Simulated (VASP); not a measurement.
# InAs (F-43m) in VASP: phonons with r2SCAN

Aim: the phonons of InAs with r2SCAN.

Everything below comes from runs of VASP 6.6.1. Logs are shortened: lines on timing, memory, paths and dates and some standing lists are left out, and cuts for length are marked.

### 1 The crystal as given

The structure is cubic, space group F-43m (No. 216). The conventional cell has a = 6.109 Å, b = 6.109 Å, c = 6.109 Å, α = 90.00°, β = 90.00°, γ = 90.00°. In (site symmetry -43m) has 4 As at 2.65 Å as nearest neighbours. As (site symmetry -43m) is surrounded by 4 In at 2.65 Å.

The cell was built by a generator and needn't be a form met in nature.

### 2 Phonons, r2SCAN

File INCAR:

```
SYSTEM = InAs
  ALGO = Normal
  EDIFF = 1E-8
  ENCUT = 520
  IBRION = 6
  ISIF = 2
  ISMEAR = 0
  LASPH = .True.
  LCHARG = .False.
  LMIXTAU = .True.
  LREAL = .False.
  LWAVE = .False.
  METAGGA = R2SCAN
  NBANDS = 16
  NELM = 100
  NFREE = 2
  NSW = 1
  POTIM = 0.015
  PREC = Accurate
  SIGMA = 0.01
```

File KPOINTS:

```
k-points
0
Gamma
  10 10 10
  0 0 0
```

File POSCAR:

```
InAs
1.0
    0.0000000000      3.0543168303      3.0543168303
    3.0543168303      0.0000000000      3.0543168303
    3.0543168303      3.0543168303      0.0000000000
In As
1 1
Direct
    0.0000000000      0.0000000000      0.0000000000
    0.2500000000      0.2500000000      0.2500000000
```

Potentials or basis: VASP PAW PBE potentials, release 64 (In_d, As).

Run with:

```
$ cat potpaw_PBE.64/In_d/POTCAR potpaw_PBE.64/As/POTCAR > POTCAR
$ mpirun -np 1 vasp_std > vasp.out
```

OUTCAR:

```text
SYSTEM = InAs
   EDIFF = 1E-8
   ENCUT = 520
   IBRION = 6
   ISIF = 2
   ISMEAR = 0
   LASPH = .True.
   LREAL = .False.
   METAGGA = R2SCAN
   NELM = 100
   NFREE = 2
   NSW = 1
   POTIM = 0.015
   PREC = Accurate

 ion  position               nearest neighbor table
   1  0.000  0.000  0.000-   2 2.65   2 2.65   2 2.65   2 2.65
   2  0.250  0.250  0.250-   1 2.65   1 2.65   1 2.65   1 2.65

  LATTYP: Found a face centered cubic cell.
 ALAT       =     6.1086336606

  Lattice vectors:

 A1 = (   0.0000000000,   3.0543168303,   3.0543168303)
 A2 = (   3.0543168303,   0.0000000000,   3.0543168303)
 A3 = (   3.0543168303,   3.0543168303,   0.0000000000)

Analysis of symmetry for initial positions (statically):
=====================================================================
 Subroutine PRICEL returns:
 Original cell was already a primitive cell.

 Routine SETGRP: Setting up the symmetry group for a
 face centered cubic supercell.

 Subroutine GETGRP returns: Found 24 space group operations
 (whereof 24 operations were pure point group operations)
 out of a pool of 48 trial point group operations.

The static configuration has the point symmetry T_d .

Analysis of symmetry for dynamics (positions and initial velocities):
=====================================================================
 Subroutine PRICEL returns:
 Original cell was already a primitive cell.

 Routine SETGRP: Setting up the symmetry group for a
 face centered cubic supercell.

 Subroutine GETGRP returns: Found 24 space group operations
 (whereof 24 operations were pure point group operations)
 out of a pool of 48 trial point group operations.

The dynamic configuration has the point symmetry T_d .

 Subroutine INISYM returns: Found 24 space group operations
 (whereof 24 operations are pure point group operations),
 and found     1 'primitive' translations

----------------------------------------------------------------------------------------

                                     Primitive cell

  volume of cell :      56.9865

  direct lattice vectors                    reciprocal lattice vectors
     0.000000000  3.054316830  3.054316830    -0.163702729  0.163702729  0.163702729
     3.054316830  0.000000000  3.054316830     0.163702729 -0.163702729  0.163702729
     3.054316830  3.054316830  0.000000000     0.163702729  0.163702729 -0.163702729

  length of vectors
     4.319456285  4.319456285  4.319456285     0.283541444  0.283541444  0.283541444

  position of ions in fractional coordinates (direct lattice)
     0.000000000  0.000000000  0.000000000
     0.250000000  0.250000000  0.250000000

  ion indices of the primitive-cell ions
   primitive index   ion index
                 1           1
                 2           2

----------------------------------------------------------------------------------------

 KPOINTS: k-points

Automatic generation of k-mesh.
 Grid dimensions read from file:
 generate k-points for:   10   10   10

 Generating k-lattice:

  Cartesian coordinates                     Fractional coordinates (reciprocal lattice)
    -0.016370273  0.016370273  0.016370273     0.100000000  0.000000000  0.000000000
     0.016370273 -0.016370273  0.016370273     0.000000000  0.100000000  0.000000000
     0.016370273  0.016370273 -0.016370273     0.000000000  0.000000000  0.100000000

  Length of vectors
     0.028354144  0.028354144  0.028354144

  Shift w.r.t. Gamma in fractional coordinates (k-lattice)
     0.000000000  0.000000000  0.000000000

 Subroutine IBZKPT returns following result:
 ===========================================

 Found     47 irreducible k-points:

 Following reciprocal coordinates:
            Coordinates               Weight
  0.000000  0.000000  0.000000      1.000000
  0.100000  0.000000  0.000000      8.000000
  0.200000  0.000000  0.000000      8.000000
  0.300000  0.000000  0.000000      8.000000
  0.400000  0.000000  0.000000      8.000000
  0.500000  0.000000  0.000000      4.000000
[... 16 lines left out ...]
  0.300000  0.300000  0.000000      6.000000
  0.400000  0.300000  0.000000     24.000000
 [... further k-points ...]
   k-points           NKPTS =     47   k-points in BZ     NKDIM =     47   number of bands    NBANDS=     16
   number of dos      NEDOS =    301   number of ions     NIONS =      2
   total plane-waves  NPLWV =  32768
   dimension x,y,z NGX =    32 NGY =   32 NGZ =   32
   dimension x,y,z NGXF=    64 NGYF=   64 NGZF=   64
   ions per type =               1   1
   NGX,Y,Z   is equivalent  to a cutoff of  12.32, 12.32, 12.32 a.u.
   NGXF,Y,Z  is equivalent  to a cutoff of  24.63, 24.63, 24.63 a.u.
 SYSTEM =  InAs
   PREC   = accura    normal or accurate (medium, high low for compatibility)
   ISTART =      0    job   : 0-new  1-cont  2-samecut
   ICHARG =      2    charge: 1-file 2-atom 10-const
   ISPIN  =      1    spin polarized calculation?
   LNONCOLLINEAR =      F non collinear calculations
   LSORBIT =      F    spin-orbit coupling
   LASPH  =      T    aspherical Exc in radial PAW
   ENCUT  =  520.0 eV  38.22 Ry    6.18 a.u.   8.03  8.03  8.03*2*pi/ulx,y,z
   NELM   =    100;   NELMIN=  2; NELMDL= -5     # of ELM steps
   EDIFF  = 0.1E-07   stopping-criterion for ELM
   LREAL  =      F    real-space projection
   EDIFFG = 0.1E-06   stopping-criterion for IOM
   NSW    =     61    number of steps for IOM
   IBRION =      6    ionic relax: 0-MD 1-quasi-New 2-CG
   NFREE  =      2    steps in history (QN), initial steepest desc. (CG)
   ISIF   =      2    stress and relaxation
   ISYM   =      2    0-nonsym 1-usesym 2-fastsym
   POTIM  = 0.0150    time-step for ionic-motion
   TEBEG  =    0.0;   TEEND  =   0.0 temperature during run
   PSTRESS=    0.0 pullay stress
   NELECT =      18.0000    total number of electrons
   NUPDOWN=      -1.0000    fix difference up-down
   EMIN   =  10.00;   EMAX   =-10.00  energy-range for DOS
   EFERMI =   0.00;   METHOD = LEGACY
   ISMEAR =     0;   SIGMA  =   0.01  broadening in eV -4-tet -1-fermi 0-gaus
   EFERMI_NEDOS =   21; number of points for ismear=-14 and -15
   IALGO  =     38    algorithm
   IMIX   =      4    mixing-type and parameters
     AMIX     =   0.40;   BMIX     =  1.00
     AMIX_MAG =   1.60;   BMIX_MAG =  1.00
  volume/ion in A,a.u.               =      28.49       192.28
  Fermi-wavevector in a.u.,A,eV,Ry     =   1.114915  2.106883 16.912510  1.243034
  Thomas-Fermi vector in A             =   2.251514
   LORBIT       =      0    0 simple, 1 ext, 2 COOP (PROOUT), +10 PAW based schemes
   METAGGA = R2SCAN    functional components
   LHFCALC =     F    Hartree Fock is set to
   AEXX    =    0.0000 exact exchange contribution
   IVDW    =     0    specifies the selected vdW correction
   LEPSILON=     F    determine dielectric tensor
   LRPA    =     F    only Hartree local field effects (RPA)
 finite differences with symmetry
 non-spin polarized calculation
 Gauss-broadening in eV      SIGMA  =   0.01
  energy-cutoff  :      520.00
  volume of cell :       56.99
 maximum number of plane-waves:      1572
   NGX = 17   NGY = 17   NGZ = 17

--------------------------------------- Ionic step        1  -------------------------------------------

 number of electron      17.9999995 magnetization

 Free energy of the ion-electron system (eV)
  ---------------------------------------------------
  ext. energy  EPLUGINS =         0.00000000
  ---------------------------------------------------
  free energy    TOTEN  =       -38.06135856 eV

  energy without entropy =      -38.06135856  energy(sigma->0) =      -38.06135856

------------------------ aborting loop because EDIFF is reached ----------------------------------------

  FORCE on cell =-STRESS in cart. coord.  units (eV):
  Direction    XX          YY          ZZ          XY          YZ          ZX
  --------------------------------------------------------------------------------------
  -------------------------------------------------------------------------------------
  Total       -0.0000979     -0.0000979     -0.0000979      0.0000000      0.0000000      0.0000000
  in kB       -0.0027529     -0.0027529     -0.0027529      0.0000000      0.0000000      0.0000000
  external PRESSURE =      -0.0027529 kB  Pullay stress =       0.0000000 kB
[... 129 lines left out ...]
  energy  without entropy=      -38.0605277784  energy(sigma->0) =      -38.06052778

--------------------------------------- Ionic step        5  -------------------------------------------

 number of electron      17.9999996 magnetization

 Free energy of the ion-electron system (eV)
  ---------------------------------------------------
  ext. energy  EPLUGINS =         0.00000000
  ---------------------------------------------------
  free energy    TOTEN  =       -38.06052814 eV

  energy without entropy =      -38.06052813  energy(sigma->0) =      -38.06052814

 E-fermi :   4.0242     XC(G=0):  -9.5176

 val. band max:        3.9979821984   @ k =   0.0000   0.0000   0.0000
 cond. band min:       4.0503768266   @ k =   0.0000   0.0000   0.0000
 fundamental gap:      0.0523946282
 Fermi energy:         4.0241798323

 k-point     1 :       0.0000    0.0000    0.0000
  band No.  band energies     occupation
      1     -10.8272      2.00000
      2     -10.8248      2.00000
      3     -10.8219      2.00000
      4     -10.6901      2.00000
      5     -10.6901      2.00000
      6      -8.1334      2.00000
[... 8 lines left out ...]
     15      14.0662      0.00000
     16      14.0664      0.00000
[... 420 lines left out ...]
  band No.  band energies     occupation
      1     -10.9702      2.00000
      2     -10.7655      2.00000
      3     -10.7638      2.00000
      4     -10.7146      2.00000
      5     -10.6735      2.00000
      6      -6.6865      2.00000
[... 8 lines left out ...]
     15      15.5224      0.00000
     16      16.5033      0.00000

 [... further k-points ...]
[... 5 lines left out ...]
  --------------------------------------------------------------------------------------
  -------------------------------------------------------------------------------------
  Total       -0.0000530      0.0021565      0.0021565      0.0000000      0.1089588      0.0000000
  in kB       -0.0014897      0.0606304      0.0606304      0.0000000      3.0633774      0.0000000
  external PRESSURE =       0.0399237 kB  Pullay stress =       0.0000000 kB
[... 17 lines left out ...]
  FREE ENERGIE OF THE ION-ELECTRON SYSTEM (eV)
  ---------------------------------------------------
  free  energy   TOTEN  =       -38.0605281441 eV

  energy  without entropy=      -38.0605281323  energy(sigma->0) =      -38.06052814

 INTERNAL STRAIN TENSORS FROM DISPLACED ATOMS
 ============================================

 INTERNAL STRAIN TENSOR FOR ION    1 for displacements in x,y,z  (eV/Angst):
          X           Y           Z          XY          YZ          ZX
  --------------------------------------------------------------------------------
  x     0.00000    -0.00000    -0.00000     0.00000     7.25889     0.00000
  y     0.00000     0.00000     0.00000     0.00000     0.00000     7.25889
  z     0.00000     0.00000     0.00000     7.25889     0.00000     0.00000

 INTERNAL STRAIN TENSOR FOR ION    2 for displacements in x,y,z  (eV/Angst):
          X           Y           Z          XY          YZ          ZX
  --------------------------------------------------------------------------------
  x     0.00000     0.00000     0.00000     0.00000    -7.26208     0.00000
  y     0.00000     0.00000     0.00000     0.00000     0.00000    -7.26208
  z     0.00000     0.00000     0.00000    -7.26208     0.00000     0.00000

 Eigenvectors and eigenvalues of the dynamical matrix
 ----------------------------------------------------

   1 f  =    6.310947 THz    39.652848 2PiTHz  210.510527 cm-1    26.099967 meV
             X         Y         Z           dx          dy          dz
      0.000000  0.000000  0.000000     0.000000    0.628343    0.000000
      1.527158  1.527158  1.527158     0.000000   -0.777936    0.000000

   2 f  =    6.310947 THz    39.652848 2PiTHz  210.510527 cm-1    26.099967 meV
             X         Y         Z           dx          dy          dz
      0.000000  0.000000  0.000000    -0.628343    0.000000    0.000000
      1.527158  1.527158  1.527158     0.777936    0.000000    0.000000
[... 11 lines left out ...]
   5 f/i=    0.000303 THz     0.001907 2PiTHz    0.010122 cm-1     0.001255 meV
             X         Y         Z           dx          dy          dz
      0.000000  0.000000  0.000000     0.000000   -0.777936    0.000000
      1.527158  1.527158  1.527158     0.000000   -0.628343    0.000000

   6 f/i=    0.000303 THz     0.001907 2PiTHz    0.010122 cm-1     0.001255 meV
             X         Y         Z           dx          dy          dz
      0.000000  0.000000  0.000000     0.000000    0.000000    0.777936
      1.527158  1.527158  1.527158     0.000000    0.000000    0.628343

 ELASTIC MODULI CONTR FROM IONIC RELAXATION (kBar)
 Direction    XX          YY          ZZ          XY          YZ          ZX
 --------------------------------------------------------------------------------
 XX          -0.0000     -0.0000     -0.0000      0.0000      0.0000      0.0000
 YY          -0.0000     -0.0000     -0.0000      0.0000      0.0000      0.0000
 ZZ          -0.0000     -0.0000     -0.0000      0.0000      0.0000      0.0000
 XY           0.0000      0.0000      0.0000   -200.5983      0.0000      0.0000
 YZ           0.0000      0.0000      0.0000      0.0000   -200.5983      0.0000
 ZX           0.0000      0.0000      0.0000      0.0000      0.0000   -200.5983
 --------------------------------------------------------------------------------
```

It took 11 min on 1 thread of Intel Xeon 6975P-C (Granite Rapids), shared host; peak memory 0.39 GiB.

What came out:

| Property | Result |
| --- | --- |
| Highest phonon frequency at Γ, LO-TO splitting left out | 211 cm⁻¹ |

Phonon frequencies in cm⁻¹ (negative: imaginary):
| q point | frequencies |
| --- | --- |
| (0.000, 0.000, 0.000) | 0 0 0 211 211 211 |

Caveat: the PAW data sets were made with another functional, which shifts forces and pressure a little.
